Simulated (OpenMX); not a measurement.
SiO2:

```xyz
12
Lattice="5.0691 0.0000 0.0000 -2.5345 4.3899 0.0000 0.0000 0.0000 8.5585" Properties=species:S:1:pos:R:3 pbc="T T T"
Si    0.0000    2.9266    3.7411
Si    0.0000    2.9266    0.5381
Si    2.5345    1.4633    4.8174
Si    2.5345    1.4633    8.0204
O     2.1354    0.0000    0.0000
O     0.0000    2.9266    2.1396
O     2.5345    1.4633    6.4189
O    -1.4668    2.5406    4.2792
O     1.4668    2.5406    0.0000
O     2.9337    0.0000    4.2792
O     1.0677    1.8493    4.2792
O    -1.0677    1.8493    0.0000
```

The cell comes from a database or a generator and needn't be the stable form of this composition.

Base run:

- Program: OpenMX 3.8.5
- Functional: PBE
- Potentials or basis: OpenMX 2013 PBE set, Si7.0-s2p2d1, O6.0-s2p2d1, grid cutoff 400 Ry
- k mesh: 7 × 7 × 3
- Occupations: fermi-dirac, width 0.05 eV
- Spin: no spin polarisation

Its results: band gap on the k mesh 6.21 eV, indirect (least direct gap 6.22 eV); pressure 7.8 GPa; largest force 0.694 eV/Å.

Task: The run is repeated on the same cell with these changes: functional from PBE to LDA; potentials or basis from OpenMX 2013 PBE set, Si7.0-s2p2d1, O6.0-s2p2d1, grid cutoff 400 Ry to OpenMX 2013 LDA set, Si7.0-s2p2d1, O6.0-s2p2d1, grid cutoff 400 Ry. What comes out?

Result: Band gap on the k mesh 6.10 eV, indirect (least direct gap 6.10 eV); pressure 2.0 GPa; largest force 0.372 eV/Å.

Caveats: the basis of atomic orbitals isn't converged, which shifts pressures, moduli and gaps; an odd mesh through Γ misses points on the zone boundary, where band edges often lie (some runs).
